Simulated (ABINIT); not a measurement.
# GaN (F-43m) in ABINIT: single point with PBE

Aim: the single point of GaN with PBE.

Program: ABINIT 10.8.3 (patched build). These are calculated values, not measurements. Logs are shortened: lines on timing, memory, paths and dates and some standing lists are left out, and cuts for length are marked. The log counts tension as positive stress, the text compression.

**What was measured.**

A printed reference work, textbook reports, for a bulk crystal of GaN at 0 K: band gap 3.299 eV (direct).

How close the calculation comes is told below.

## (1) Starting point

Symmetry: F-43m, No. 216, cubic system. Conventional cell: a = 4.507 Å, b = 4.507 Å, c = 4.507 Å, α = 90.00°, β = 90.00°, γ = 90.00°. Ga (site symmetry -43m) has 4 N at 1.95 Å as nearest neighbours. N (site symmetry -43m) has 4 Ga at 1.95 Å as nearest neighbours.

The cell is a database's computed one.

## (2) Single point, PBE

run.abi reads:

```
# Pseudopotentials
pp_dirpath "./"
pseudos "Ga.GGA_PBE-JTH.xml, N.GGA_PBE-JTH.xml"

# Structure
acell 3*1.0
rprim
     0.0000000000     4.2584989699     4.2584989699
     4.2584989699     0.0000000000     4.2584989699
     4.2584989699     4.2584989699     0.0000000000
ntypat 2
znucl 31 7
natom 2
typat 1 2
xred
     0.0000000000     0.0000000000     0.0000000000
     0.2500000000     0.2500000000     0.2500000000

# Plane-wave basis
ecut 680.284656 eV
pawecutdg 47.0

# k points
kptopt 1
ngkpt 8 8 8
nshiftk 1
shiftk 0.0 0.0 0.0

# Exchange and correlation
ixc 11

# Bands and occupations
nband 13
occopt 3
tsmear 0.05 eV

# SCF cycle
nstep 100
tolvrs 1.0e-9

# Output
iomode 3
prtwf 0
prtden 0
prteig 0
prtebands 0
```

Potentials or basis: JTH PAW PBE v2.0.

Launch:

```
> abinit run.abi > log 2>&1
```

run.abo:

```text
.Version 10.8.3 of ABINIT
 Symmetries : space group F-4 3 m (#216); Bravais cF (face-center cubic)
================================================================================
 Values of the parameters that define the memory need of the present run
     intxc =       0    ionmov =       0      iscf =      17    lmnmax =      18
     lnmax =       6     mgfft =      30  mpssoang =       3    mqgrid =    3001
     natom =       2  nloc_mem =       2    nspden =       1   nspinor =       1
    nsppol =       1      nsym =      24    n1xccc =       1    ntypat =       2
    occopt =       3   xclevel =       2
       mpw =         932          nfft =       27000          nkpt =          29
 PAW method is used; the additional fine FFT grid is defined by:
   mgfftf=        40    nfftf =     64000
================================================================================
================================================================================

--------------------------------------------------------------------------------
------------- Echo of variables that govern the present computation ------------
--------------------------------------------------------------------------------
 -outvars: echo values of preprocessed input variables --------
            acell      1.0000000000E+00  1.0000000000E+00  1.0000000000E+00 Bohr
              amu      6.97230000E+01  1.40067400E+01
             ecut      2.50000000E+01 Hartree
              ixc          11
         kptrlatt        8    0    0      0    8    0      0    0    8
          kptrlen      4.81794160E+01
            natom           2
            nband          13
            ngfft          30      30      30
          ngfftdg          40      40      40
             nkpt          29
            nstep         100
             nsym          24
           ntypat           2
           occopt           3
        pawecutdg      4.70000000E+01 Hartree
         pawxcdev           0
           prtden           0
        prtebands           0
           prteig           0
            prtwf           0
            rprim      0.0000000000E+00  4.2584989699E+00  4.2584989699E+00
                       4.2584989699E+00  0.0000000000E+00  4.2584989699E+00
                       4.2584989699E+00  4.2584989699E+00  0.0000000000E+00
          spgroup         216
           tolvrs      1.00000000E-09
           tsmear      1.83746611E-03 Hartree
            typat      1  2
           useylm           1
           xangst      0.0000000000E+00  0.0000000000E+00  0.0000000000E+00
                       1.1267503030E+00  1.1267503030E+00  1.1267503030E+00
            xcart      0.0000000000E+00  0.0000000000E+00  0.0000000000E+00
                       2.1292494849E+00  2.1292494849E+00  2.1292494849E+00
             xred      0.0000000000E+00  0.0000000000E+00  0.0000000000E+00
                       2.5000000000E-01  2.5000000000E-01  2.5000000000E-01
            znucl       31.00000    7.00000

================================================================================

 chkinp: Checking input parameters for consistency.

================================================================================
== DATASET  1 ==================================================================

--- !DatasetInfo
iteration_state: {dtset: 1, }
dimensions: {natom: 2, nkpt: 29, mband: 13, nsppol: 1, nspinor: 1, nspden: 1, mpw: 932, }
cutoff_energies: {ecut:  25.0, pawecutdg:  47.0, }
electrons: {nelect:   1.80000000E+01, charge:   0.00000000E+00, occopt:   3.00000000E+00, tsmear:   1.83746611E-03, }
meta: {optdriver: 0, ionmov: 0, optcell: 0, iscf: 17, paral_kgb: 0, }
...

 Exchange-correlation functional for the present dataset will be:
  GGA: Perdew-Burke-Ernzerhof functional - ixc=11
  J.P.Perdew, K.Burke, M.Ernzerhof, PRL 77, 3865 (1996)

 Real(R)+Recip(G) space primitive vectors, cartesian coordinates (Bohr,Bohr^-1):
 R(1)=  0.0000000  4.2584990  4.2584990  G(1)= -0.1174123  0.1174123  0.1174123
 R(2)=  4.2584990  0.0000000  4.2584990  G(2)=  0.1174123 -0.1174123  0.1174123
 R(3)=  4.2584990  4.2584990  0.0000000  G(3)=  0.1174123  0.1174123 -0.1174123
 Unit cell volume ucvol=  1.5445417E+02 bohr^3
 Angles (23,13,12)=  6.00000000E+01  6.00000000E+01  6.00000000E+01 degrees

 Coarse grid specifications (used for wave-functions):

 getcut: wavevector=  0.0000  0.0000  0.0000  ngfft=  30  30  30
         ecut(hartree)=     25.000   => boxcut(ratio)=   2.21563

 getcut : COMMENT -
  Note that boxcut > 2.2 ; recall that boxcut=Gcut(box)/Gcut(sphere) = 2
  is sufficient for exact treatment of convolution.
  Such a large boxcut is a waste : you could raise ecut
  e.g. ecut=   30.681261 Hartrees makes boxcut=2

 Fine grid specifications (used for densities):

 getcut: wavevector=  0.0000  0.0000  0.0000  ngfft=  40  40  40
         ecut(hartree)=     47.000   => boxcut(ratio)=   2.15216

--- Pseudopotential description ------------------------------------------------
- pspini: atom type   1  psp file is ./Ga.GGA_PBE-JTH.xml
 Pseudopotential format is: paw10
 basis_size (lnmax)=  6 (lmn_size= 18), orbitals=   0   0   1   1   2   2
 Spheres core radius: rc_sph= 2.10359248
 Shapefunction is BESSEL type: shapef(r,l)=aa(1,l)*jl(q(1,l)*r)+aa(2,l)*jl(q(2,l)*r)
 Radius for shape functions =  1.80829011
 Compensation charge density is not taken into account in XC energy/potential

- pspini: atom type   2  psp file is ./N.GGA_PBE-JTH.xml
 Pseudopotential format is: paw10
 basis_size (lnmax)=  4 (lmn_size=  8), orbitals=   0   0   1   1
 Spheres core radius: rc_sph= 1.20497474
 Shapefunction is SIN type: shapef(r)=[sin(pi*r/rshp)/(pi*r/rshp)]**2
 Radius for shape functions =  1.00243812
 Compensation charge density is not taken into account in XC energy/potential

   4.80804022E+02                                ecore*ucvol(ha*bohr**3)
--------------------------------------------------------------------------------

[... 7 lines left out ...]

     iter   Etot(hartree)      deltaE(h)  residm     nres2
 ETOT  1  -88.913759505814    -8.891E+01 7.776E-01 2.947E+01
 ETOT  2  -89.144790375924    -2.310E-01 1.472E-02 7.375E+00
 ETOT  3  -89.138053417957     6.737E-03 2.243E-03 6.446E-01
 ETOT  4  -89.138631975880    -5.786E-04 6.076E-04 4.532E-02
 ETOT  5  -89.138622278107     9.698E-06 2.656E-04 6.257E-03
 ETOT  6  -89.138664048953    -4.177E-05 2.768E-05 8.661E-04
 ETOT  7  -89.138669807161    -5.758E-06 1.046E-05 3.199E-04
 ETOT  8  -89.138669742820     6.434E-08 1.705E-05 2.438E-05
 ETOT  9  -89.138669749861    -7.041E-09 4.650E-06 2.240E-06
 ETOT 10  -89.138669749013     8.474E-10 8.105E-06 6.636E-08
 ETOT 11  -89.138669749805    -7.914E-10 2.326E-06 9.132E-09
 ETOT 12  -89.138669749796     8.995E-12 4.170E-06 5.602E-10

 At SCF step   12       nres2   =  5.60E-10 < tolvrs=  1.00E-09 =>converged.

 Cartesian components of stress tensor (hartree/bohr^3)
  sigma(1 1)= -1.82743856E-04  sigma(3 2)=  0.00000000E+00
  sigma(2 2)= -1.82743856E-04  sigma(3 1)=  0.00000000E+00
  sigma(3 3)= -1.82743856E-04  sigma(2 1)=  0.00000000E+00

--- !ResultsGS
iteration_state: {dtset: 1, }
comment   : Summary of ground state results
lattice_vectors:
- [  0.0000000,   4.2584990,   4.2584990, ]
- [  4.2584990,   0.0000000,   4.2584990, ]
- [  4.2584990,   4.2584990,   0.0000000, ]
lattice_lengths: [   6.02243,    6.02243,    6.02243, ]
lattice_angles: [ 60.000,  60.000,  60.000, ] # degrees, (23, 13, 12)
lattice_volume:   1.5445417E+02
convergence: {deltae:  8.995E-12, res2:  5.602E-10, residm:  4.170E-06, diffor: null, }
etotal    :  -8.91386697E+01
entropy   :   0.00000000E+00
fermie    :   2.44268987E-01
cartesian_stress_tensor: # hartree/bohr^3
- [ -1.82743856E-04,   0.00000000E+00,   0.00000000E+00, ]
- [  0.00000000E+00,  -1.82743856E-04,   0.00000000E+00, ]
- [  0.00000000E+00,   0.00000000E+00,  -1.82743856E-04, ]
pressure_GPa:   5.3765E+00
xred      :
- [  0.0000E+00,   0.0000E+00,   0.0000E+00, Ga]
- [  2.5000E-01,   2.5000E-01,   2.5000E-01,  N]
cartesian_forces: # hartree/bohr
- [ -4.93983701E-31,  -4.93983701E-31,   1.48195110E-30, ]
- [  4.93983701E-31,   4.93983701E-31,  -1.48195110E-30, ]
force_length_stats: {min:   1.63835859E-30, max:   1.63835859E-30, mean:   1.63835859E-30, }
...

 Integrated electronic density in atomic spheres:
 ------------------------------------------------
 Atom  Sphere_radius  Integrated_density
    1        2.10359         11.18380289
    2        1.20497          2.57330941

================================================================================

 ----iterations are completed or convergence reached----

 Mean square residual over all n,k,spin=   11.079E-09; max=  41.705E-07
 reduced coordinates (array xred) for    2 atoms
       0.000000000000      0.000000000000      0.000000000000
       0.250000000000      0.250000000000      0.250000000000
 rms dE/dt=  5.9500E-30; max dE/dt=  8.4145E-30; dE/dt below (all hartree)
    1      -0.000000000000     -0.000000000000      0.000000000000
    2       0.000000000000      0.000000000000      0.000000000000

 cartesian coordinates (angstrom) at end:
    1      0.00000000000000     0.00000000000000     0.00000000000000
    2      1.12675030299809     1.12675030299809     1.12675030299809

 cartesian forces (hartree/bohr) at end:
    1     -0.00000000000000    -0.00000000000000     0.00000000000000
    2      0.00000000000000     0.00000000000000    -0.00000000000000
 frms,max,avg= 9.4590677E-31 1.4819511E-30   0.000E+00  0.000E+00  0.000E+00 h/b

 cartesian forces (eV/Angstrom) at end:
    1     -0.00000000000000    -0.00000000000000     0.00000000000000
    2      0.00000000000000     0.00000000000000    -0.00000000000000
 frms,max,avg= 4.8640482E-29 7.6204990E-29   0.000E+00  0.000E+00  0.000E+00 e/A
 length scales=  1.000000000000  1.000000000000  1.000000000000 bohr
              =  0.529177210544  0.529177210544  0.529177210544 angstroms
 Fermi (or HOMO) energy (hartree) =   0.24427   Average Vxc (hartree)=  -0.39492
 Eigenvalues (hartree) for nkpt=  29  k points:
 kpt#   1, nband= 13, wtk=  0.00195, kpt=  0.0000  0.0000  0.0000 (reduced coord)
  -0.37424   -0.28277   -0.28277   -0.28277   -0.27118   -0.27118    0.21157    0.21157
   0.21157    0.27451    0.58995    0.58995    0.58995
      occupation numbers for kpt#   1
   2.00000    2.00000    2.00000    2.00000    2.00000    2.00000    2.00000    2.00000
   2.00000    0.00000    0.00000    0.00000    0.00000
 prteigrs : prtvol=0 or 1, do not print more k-points.

--- !EnergyTerms
iteration_state     : {dtset: 1, }
comment             : Components of total free energy in Hartree
kinetic             :  1.08959718067316E+01
hartree             :  2.34002483938278E+01
xc                  : -4.33772659610505E+00
Ewald energy        : -5.83371585566602E+01
psp_core            :  3.11292356465997E+00
local_psp           : -6.49661086114075E+01
PAW spherical_terms :  1.09318650483614E+00
internal            : -8.91386634941172E+01
'-kT*entropy'       : -1.89366377165007E-11
total_energy        : -8.91386634941362E+01
total_energy_eV     : -2.42558660178947E+03
...

--- !EnergyTermsDC
iteration_state     : {dtset: 1, }
comment             : '"Double-counting" decomposition of free energy'
band_energy         : -2.77029590218230E+00
Ewald energy        : -5.83371585566602E+01
psp_core            :  3.11292356465997E+00
xc_dc               : -2.24771986194940E+01
PAW spherical_terms : -8.66694023610045E+00
internal            : -8.91386697497770E+01
'-kT*entropy'       : -1.89366377165007E-11
total_energy_dc     : -8.91386697497959E+01
total_energy_dc_eV  : -2.42558677201464E+03
...

--- !EnergyTermsWithPAWCore
iteration_state     : {dtset: 1, }
comment             : 'Components of total free energy, including PAW core contributions'
Total energy        : -1.99883602575609E+03
Total energy DC     : -1.99883603201175E+03
Total energy (eV)   : -5.43910991392306E+04
Total energy DC (eV): -5.43910993094558E+04
...

 Cartesian components of stress tensor (hartree/bohr^3)
  sigma(1 1)= -1.82743856E-04  sigma(3 2)=  0.00000000E+00
  sigma(2 2)= -1.82743856E-04  sigma(3 1)=  0.00000000E+00
  sigma(3 3)= -1.82743856E-04  sigma(2 1)=  0.00000000E+00

-Cartesian components of stress tensor (GPa)         [Pressure=  5.3765E+00 GPa]
- sigma(1 1)= -5.37650986E+00  sigma(3 2)=  0.00000000E+00
- sigma(2 2)= -5.37650986E+00  sigma(3 1)=  0.00000000E+00
- sigma(3 3)= -5.37650986E+00  sigma(2 1)=  0.00000000E+00

== END DATASET(S) ==============================================================
================================================================================

 -outvars: echo values of variables after computation  --------
            acell      1.0000000000E+00  1.0000000000E+00  1.0000000000E+00 Bohr
           etotal     -8.9138669750E+01
            fcart     -4.9398370070E-31 -4.9398370070E-31  1.4819511021E-30
                       4.9398370070E-31  4.9398370070E-31 -1.4819511021E-30
            rprim      0.0000000000E+00  4.2584989699E+00  4.2584989699E+00
                       4.2584989699E+00  0.0000000000E+00  4.2584989699E+00
                       4.2584989699E+00  4.2584989699E+00  0.0000000000E+00
           strten     -1.8274385580E-04 -1.8274385580E-04 -1.8274385580E-04
                       0.0000000000E+00  0.0000000000E+00  0.0000000000E+00
           xangst      0.0000000000E+00  0.0000000000E+00  0.0000000000E+00
                       1.1267503030E+00  1.1267503030E+00  1.1267503030E+00
             xred      0.0000000000E+00  0.0000000000E+00  0.0000000000E+00
                       2.5000000000E-01  2.5000000000E-01  2.5000000000E-01
 Calculation completed.
```

It took 12 s on 1 thread of Arm Neoverse V2, shared host; peak memory 0.11 GiB.

What came out:

```
Free energy                                           : -2425.5868 eV
Band gap on the k mesh                                : 1.71 eV, direct
Valence electrons inside the program's atomic spheres : Ga 11.18; N 2.57
```

Caveat: the cutoff is too short for stress, so the log's stress isn't used.

## (3) Comparison with measurements

Step 2. Measured gap of GaN: 3.299 eV (direct; 0 K; a printed reference work, textbook). This calculation gives 1.71 eV (-1.59 eV). Spin-orbit coupling on Ga is left out. The value is that of PBE, without temperature or zero-point motion. Semilocal functionals fall short of measured gaps as a rule. The cell is a database's relaxed one, not the measured one, which moves gaps too.
